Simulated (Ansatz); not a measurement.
**O started on a Mg site in rocksalt MgO, 64 atoms, charge −2**

All numbers come from Ansatz (PAW, plane waves, no spin–orbit coupling) at the single k point (¼, ¼, ¼) without its symmetry partners. The atoms were relaxed with PBEsol in a fixed cell; other functionals are single points on those atoms unless said otherwise. The valence top and gap of the host come from its small cell on a dense mesh, with the band extrema sought between the mesh points, lined up by the mean potential, PBEsol gap 4.62 eV, HSE06 gap 6.46 eV. The charge correction uses an assumed dielectric constant of 9.8.

Cell: a = 8.429 Å, b = 8.429 Å, c = 8.429 Å, α = 90.00°, β = 90.00°, γ = 90.00°.

Nearest atoms after relaxation, from the placed atom (for vacancies from the middle of the vacant sites): O at 2.06 Å, O at 2.06 Å, O at 2.06 Å, Mg at 2.19 Å, Mg at 2.19 Å, Mg at 2.19 Å, O at 2.76 Å, O at 2.84 Å.

Chemical potentials μ are those of reference phases of the elements at zero temperature by the same functional (the usual solids, diamond for C, grey Sn, and the molecules H2, N2, O2, F2, Cl2, Br2 and S8).

```
functional  E(defect) − E(host) − Σ nμ + q·E_VBM (eV)  monopole (eV)  alignment (eV)  formation energy at E_F = VBM (eV)  moment (μB)             wall time, shared host
    PBEsol                                      12.07           0.99            0.09                               13.15          2.0  12 s on NVIDIA GB200 (relaxation)
     HSE06                                      14.69           0.99            0.07                               15.75          2.0               17 s on NVIDIA GB200
```

**Question.** How does the monopole term follow by hand for this cubic cell?

**Answer.** q²·α·e²/(4πε₀)/(2εL) with the Madelung constant α = 2.837 and e²/4πε₀ = 14.40 eV·Å: 4 × 2.837 × 14.40 / (2 × 9.8 × 8.429) = 0.99 eV.

HSE06 one-electron levels near the gap (the ten most localised at most), from the host's valence top, not corrected for the charge's images:

| level (eV) | spin | filling | atoms sharing it | element of the atom with most weight |
| --- | --- | --- | --- | --- |
| -0.16 | up | 1.00 | 12.4 | O |
| -0.16 | up | 1.00 | 12.5 | O |
| -0.14 | down | 1.00 | 8.0 | O |
| -0.12 | up | 1.00 | 7.0 | O |
| -0.12 | down | 1.00 | 15.2 | O |
| 0.59 | up | 1.00 | 4.8 | O |
| 0.59 | up | 1.00 | 4.8 | O |
| 0.73 | down | 1.00 | 5.5 | O |
| 4.74 | down | 0.00 | 2.5 | O |
| 4.74 | down | 0.00 | 2.5 | O |

All elements are taken at their own reference at once; growth conditions in equilibrium with the host shift these energies, by up to the host's formation enthalpy.

One k point and a cell of this size can leave errors of several tenths of an eV in such numbers.
